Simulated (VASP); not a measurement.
# TiB2 (P6/mmm) in VASP: notebook

One crystal, TiB2, is run at these levels: AM05; tasks: relaxation of cell and atoms.

All numbers are computed with VASP 6.6.1; they aren't measurements. Logs are shortened: lines on timing, memory, paths and dates and some standing lists are left out, and cuts for length are marked.

**1. The structure**

The structure is hexagonal, space group P6/mmm (No. 191). Conventional cell: a = 3.029 Å, b = 3.029 Å, c = 3.228 Å, α = 90.00°, β = 90.00°, γ = 120.00°. Around Ti (site symmetry 6/mmm) lie 12 B at 2.38 Å. Around B (site symmetry -6m2) lie 3 B at 1.75 Å.

**2. Relaxation of cell and atoms, AM05**

File INCAR:

```
PREC = Accurate
ENCUT = 600
EDIFF = 1E-6
ISMEAR = 1
SIGMA = 0.1
LREAL = False
LASPH = True
NELM = 80
ALGO = Normal
ISIF = 3
LWAVE = False
LCHARG = False
GGA = AM
IBRION = 2
NSW = 90
EDIFFG = -0.01
```

File KPOINTS:

```
Automatic mesh
0
Gamma
  15 15 11
```

File POSCAR:

```
TiB2
1.0
    3.0292000000      0.0000000000      0.0000000000
   -1.5146000000      2.6233641531      0.0000000000
    0.0000000000      0.0000000000      3.2284000000
Ti B
1 2
Direct
    0.0000000000      0.0000000000      0.0000000000
    0.3333333333      0.6666666667      0.5000000000
    0.6666666667      0.3333333333      0.5000000000
```

Potentials or basis: VASP PAW PBE potentials, release 64 (Ti_sv, B).

Command:

```sh
$ cat potpaw_PBE.64/Ti_sv/POTCAR potpaw_PBE.64/B/POTCAR > POTCAR
$ mpirun -np 1 vasp_std > vasp.out
```

OUTCAR:

```text
PREC = Accurate
   ENCUT = 600
   EDIFF = 1E-6
   ISMEAR = 1
   LREAL = False
   LASPH = True
   NELM = 80
   ISIF = 3
   GGA = AM
   IBRION = 2
   NSW = 90
   EDIFFG = -0.01

 ion  position               nearest neighbor table
   1  0.000  0.000  0.000-   2 2.38   3 2.38   2 2.38   3 2.38   2 2.38   2 2.38   3 2.38   3 2.38
                             3 2.38   3 2.38   2 2.38   2 2.38
   2  0.333  0.667  0.500-   3 1.75   3 1.75   3 1.75   1 2.38   1 2.38   1 2.38   1 2.38   1 2.38
                             1 2.38
   3  0.667  0.333  0.500-   2 1.75   2 1.75   2 1.75   1 2.38   1 2.38   1 2.38   1 2.38   1 2.38
                             1 2.38

  LATTYP: Found a hexagonal cell.
 ALAT       =     3.0292000000
 C/A-ratio  =     1.0657599366

  Lattice vectors:

 A1 = (   3.0292000000,   0.0000000000,   0.0000000000)
 A2 = (  -1.5146000000,   2.6233641531,   0.0000000000)
 A3 = (   0.0000000000,   0.0000000000,   3.2284000000)

Analysis of symmetry for initial positions (statically):
=====================================================================
 Subroutine PRICEL returns:
 Original cell was already a primitive cell.

 Routine SETGRP: Setting up the symmetry group for a
 hexagonal supercell.

 Subroutine GETGRP returns: Found 24 space group operations
 (whereof 24 operations were pure point group operations)
 out of a pool of 24 trial point group operations.

The static configuration has the point symmetry D_6h.

Analysis of symmetry for dynamics (positions and initial velocities):
=====================================================================
 Subroutine PRICEL returns:
 Original cell was already a primitive cell.

 Routine SETGRP: Setting up the symmetry group for a
 hexagonal supercell.

 Subroutine GETGRP returns: Found 24 space group operations
 (whereof 24 operations were pure point group operations)
 out of a pool of 24 trial point group operations.

The dynamic configuration has the point symmetry D_6h.

 Subroutine INISYM returns: Found 24 space group operations
 (whereof 24 operations are pure point group operations),
 and found     1 'primitive' translations

----------------------------------------------------------------------------------------

                                     Primitive cell

  volume of cell :      25.6551

  direct lattice vectors                    reciprocal lattice vectors
     3.029200000  0.000000000  0.000000000     0.330120164  0.190594965  0.000000000
    -1.514600000  2.623364153  0.000000000     0.000000000  0.381189931  0.000000000
     0.000000000  0.000000000  3.228400000     0.000000000  0.000000000  0.309750960

  length of vectors
     3.029200000  3.029200000  3.228400000     0.381189931  0.381189931  0.309750960

  position of ions in fractional coordinates (direct lattice)
     0.000000000  0.000000000  0.000000000
     0.333333333  0.666666667  0.500000000
     0.666666667  0.333333333  0.500000000

  ion indices of the primitive-cell ions
   primitive index   ion index
                 1           1
                 2           2
                 3           3

----------------------------------------------------------------------------------------

 KPOINTS: Automatic mesh

Automatic generation of k-mesh.
 Grid dimensions read from file:
 generate k-points for:   15   15   11

 Generating k-lattice:

  Cartesian coordinates                     Fractional coordinates (reciprocal lattice)
     0.022008011  0.012706331  0.000000000     0.066666667  0.000000000  0.000000000
     0.000000000  0.025412662  0.000000000     0.000000000  0.066666667  0.000000000
     0.000000000  0.000000000  0.028159178     0.000000000  0.000000000  0.090909091

  Length of vectors
     0.025412662  0.025412662  0.028159178

  Shift w.r.t. Gamma in fractional coordinates (k-lattice)
     0.000000000  0.000000000  0.000000000

 Subroutine IBZKPT returns following result:
 ===========================================

 Found    162 irreducible k-points:

 Following reciprocal coordinates:
            Coordinates               Weight
  0.000000  0.000000  0.000000      1.000000
  0.066667 -0.000000  0.000000      6.000000
  0.133333 -0.000000  0.000000      6.000000
  0.200000 -0.000000  0.000000      6.000000
  0.266667 -0.000000  0.000000      6.000000
  0.333333 -0.000000  0.000000      6.000000
[... 16 lines left out ...]
  0.333333  0.200000  0.000000     12.000000
  0.400000  0.200000  0.000000      6.000000
 [... further k-points ...]
   k-points           NKPTS =    162   k-points in BZ     NKDIM =    162   number of bands    NBANDS=     13
   number of dos      NEDOS =    301   number of ions     NIONS =      3
   total plane-waves  NPLWV =  16128
   dimension x,y,z NGX =    24 NGY =   24 NGZ =   28
   dimension x,y,z NGXF=    48 NGYF=   48 NGZF=   56
   ions per type =               1   2
   NGX,Y,Z   is equivalent  to a cutoff of  13.17, 13.17, 14.42 a.u.
   NGXF,Y,Z  is equivalent  to a cutoff of  26.34, 26.34, 28.84 a.u.
 SYSTEM =  unknown system
   PREC   = accura    normal or accurate (medium, high low for compatibility)
   ISTART =      0    job   : 0-new  1-cont  2-samecut
   ICHARG =      2    charge: 1-file 2-atom 10-const
   ISPIN  =      1    spin polarized calculation?
   LNONCOLLINEAR =      F non collinear calculations
   LSORBIT =      F    spin-orbit coupling
   LASPH  =      T    aspherical Exc in radial PAW
   ENCUT  =  600.0 eV  44.10 Ry    6.64 a.u.   6.05  6.05  6.45*2*pi/ulx,y,z
   NELM   =     80;   NELMIN=  2; NELMDL= -5     # of ELM steps
   EDIFF  = 0.1E-05   stopping-criterion for ELM
   LREAL  =      F    real-space projection
   EDIFFG = -.1E-01   stopping-criterion for IOM
   NSW    =     90    number of steps for IOM
   IBRION =      2    ionic relax: 0-MD 1-quasi-New 2-CG
   NFREE  =      1    steps in history (QN), initial steepest desc. (CG)
   ISIF   =      3    stress and relaxation
   ISYM   =      2    0-nonsym 1-usesym 2-fastsym
   POTIM  = 0.5000    time-step for ionic-motion
   TEBEG  =    0.0;   TEEND  =   0.0 temperature during run
   PSTRESS=    0.0 pullay stress
   NELECT =      18.0000    total number of electrons
   NUPDOWN=      -1.0000    fix difference up-down
   EMIN   =  10.00;   EMAX   =-10.00  energy-range for DOS
   EFERMI =   0.00;   METHOD = LEGACY
   ISMEAR =     1;   SIGMA  =   0.10  broadening in eV -4-tet -1-fermi 0-gaus
   EFERMI_NEDOS =   21; number of points for ismear=-14 and -15
   IALGO  =     38    algorithm
   IMIX   =      4    mixing-type and parameters
     AMIX     =   0.40;   BMIX     =  1.00
     AMIX_MAG =   1.60;   BMIX_MAG =  1.00
  volume/ion in A,a.u.               =       8.55        57.71
  Fermi-wavevector in a.u.,A,eV,Ry     =   1.454703  2.748990 28.792122  2.116161
  Thomas-Fermi vector in A             =   2.571823
   LORBIT       =      0    0 simple, 1 ext, 2 COOP (PROOUT), +10 PAW based schemes
   GGA     = AM    functional components
   LHFCALC =     F    Hartree Fock is set to
   AEXX    =    0.0000 exact exchange contribution
   IVDW    =     0    specifies the selected vdW correction
   LEPSILON=     F    determine dielectric tensor
   LRPA    =     F    only Hartree local field effects (RPA)
 conjugate gradient relaxation of ions
 non-spin polarized calculation
 Methfessel and Paxton  Order N= 1 SIGMA  =   0.10
  energy-cutoff  :      600.00
  volume of cell :       25.66
 maximum number of plane-waves:       885
   NGX = 13   NGY = 13   NGZ = 13

--------------------------------------- Ionic step        1  -------------------------------------------

 number of electron      18.0000002 magnetization

 Free energy of the ion-electron system (eV)
  ---------------------------------------------------
  ext. energy  EPLUGINS =         0.00000000
  ---------------------------------------------------
  free energy    TOTEN  =       -25.47680849 eV

  energy without entropy =      -25.47662714  energy(sigma->0) =      -25.47674804

 E-fermi :   9.9128     XC(G=0): -12.8829

 val. band max:        9.8876380534   @ k =   0.2667   0.2000   0.0000
 cond. band min:       9.9344173851   @ k =   0.1333   0.1333   0.1818
 fundamental gap:      0.0467793317
 Fermi energy:         9.9127607008

 k-point     1 :       0.0000    0.0000    0.0000
  band No.  band energies     occupation
      1     -46.6734      2.00000
      2     -23.2047      2.00000
      3     -22.8782      2.00000
      4     -22.8782      2.00000
      5      -3.5470      2.00000
      6       7.3273      2.00000
      7       7.3273      2.00000
      8       7.6052      2.00000
      9       7.7415      2.00000
     10      11.8085     -0.00000
     11      11.8085     -0.00000
     12      13.6099      0.00000
     13      13.6099      0.00000
[... 476 lines left out ...]
  energy  without entropy=      -25.4888047995  energy(sigma->0) =      -25.48897195

--------------------------------------- Ionic step        4  -------------------------------------------

 number of electron      18.0000004 magnetization

 Free energy of the ion-electron system (eV)
  ---------------------------------------------------
  ext. energy  EPLUGINS =         0.00000000
  ---------------------------------------------------
  free energy    TOTEN  =       -25.49019761 eV

  energy without entropy =      -25.48995732  energy(sigma->0) =      -25.49011751

 E-fermi :  10.1716     XC(G=0): -13.0008

 val. band max:       10.1551093592   @ k =   0.0000   0.0000   0.3636
 cond. band min:      10.1866450650   @ k =   0.0667  -0.0000   0.3636
 fundamental gap:      0.0315357058
 Fermi energy:        10.1716221928

 k-point     1 :       0.0000    0.0000    0.0000
  band No.  band energies     occupation
      1     -46.3331      2.00000
      2     -22.8595      2.00000
      3     -22.5398      2.00000
      4     -22.5398      2.00000
      5      -3.3964      2.00000
      6       7.4506      2.00000
      7       7.4506      2.00000
      8       7.9786      2.00000
      9       8.0128      2.00000
     10      12.1504     -0.00000
     11      12.1504     -0.00000
     12      14.0680      0.00000
     13      14.0680      0.00000
[... 398 lines left out ...]
  FREE ENERGIE OF THE ION-ELECTRON SYSTEM (eV)
  ---------------------------------------------------
  free  energy   TOTEN  =       -25.4901976056 eV

  energy  without entropy=      -25.4899573153  energy(sigma->0) =      -25.49011751

 reached required accuracy - stopping structural energy minimisation
```

Run time: 82 s. Hardware: 1 thread of Intel Xeon Platinum 8488C (Sapphire Rapids), shared host; peak memory 0.2 GiB.

What came out:

| Property | Result |
| --- | --- |
| Free energy | -25.4902 eV |
| Relaxed volume | 8.35 Å³/atom |
| Relaxed cell | a = 3.018 Å, b = 3.018 Å, c = 3.175 Å, α = 90.00°, β = 90.00°, γ = 120.00° |
| Space group after relaxing (to 0.05 Å) | P6/mmm (No. 191) |
| Energy gained by relaxing | 4.5 meV/atom |
| Ionic steps | 4 |
| Pressure after relaxing | 0.0 GPa |
| Band gap on the k mesh | none (metal or under the smearing width) |

Step by step:
```
step  energy change (eV)  largest force (eV/Å)  pressure (GPa)  volume (Å³)
   1              0.0000                0.0000           -5.62        25.66
   2             -0.0044                0.0000            5.72        24.56
   3             -0.0122                0.0000            0.46        25.04
   4             -0.0134                0.0000            0.01        25.05
```

Final structure:
```
CELL_PARAMETERS angstrom
3.01845 0.00000 0.00000
-1.50922 2.61405 0.00000
0.00000 0.00000 3.17530
ATOMIC_POSITIONS crystal
Ti 0.00000 0.00000 0.00000
B 0.33333 0.66667 0.50000
B 0.66667 0.33333 0.50000
```

Caveat: the PAW data sets were made with another functional, which shifts forces and pressure a little.

**3. Relaxation of cell and atoms, AM05**

This run uses another cell than the first one, of 8.35 Å³/atom, 0.977 times its volume.

INCAR: that of step 2 with these lines changed.

```diff
@@ -2,3 +2,3 @@
 ENCUT = 600
-EDIFF = 1E-6
+EDIFF = 1E-7
 ISMEAR = 1
@@ -15,2 +15,2 @@
 NSW = 90
-EDIFFG = -0.01
+EDIFFG = -0.005
```

KPOINTS is that of step 2.

File POSCAR:

```
TiB2                                    
1.0
    3.0184492566     -0.0000000000     -0.0000000000
   -1.5092246283      2.6140537362      0.0000000000
    0.0000000000     -0.0000000000      3.1752987026
  Ti              B             
     1     2
Direct
     0.0000000000000000    0.0000000000000000    0.0000000000000000
     0.3333333332999970    0.6666666667000030    0.5000000000000000
     0.6666666667000030    0.3333333332999970    0.5000000000000000
```

Potentials or basis: VASP PAW PBE potentials, release 64 (Ti_sv, B).

Command:

```sh
$ cat potpaw_PBE.64/Ti_sv/POTCAR potpaw_PBE.64/B/POTCAR > POTCAR
$ mpirun -np 1 vasp_std > vasp.out
```

Wall time 29 s (1 thread of Intel Xeon Platinum 8488C (Sapphire Rapids), shared host); peak memory 0.2 GiB.

Results (log left out):

| Quantity | Value |
| --- | --- |
| Free energy | -25.4897 eV |
| Pressure after relaxing | 0.0 GPa |
| Band gap on the k mesh | none (metal or under the smearing width) |

Stress tensor (GPa, compression positive):
```
-0.04  0.00  0.00
 0.00 -0.04  0.00
 0.00  0.00  0.08
```

Final structure:
```
Ti B
1.0
     3.01845    0.00000    0.00000
    -1.50922    2.61405    0.00000
     0.00000    0.00000    3.17530
Ti B
1 2
Cartesian
  0.0000 0.0000 0.0000
  0.0000 1.7427 1.5876
  1.5092 0.8714 1.5876
```

Levels at points of the mesh, in eV from the Fermi level:
```
           k point  band 6  band 7  band 8  band 9  band 10  band 11  band 12  band 13
(0.00, 0.00, 0.00)   -2.72   -2.72   -2.19   -2.16     1.98     1.98     3.90     3.90
```

Caveat: the relaxation stopped at its first step, so nothing moved; the PAW data sets were made with another functional, which shifts forces and pressure a little.
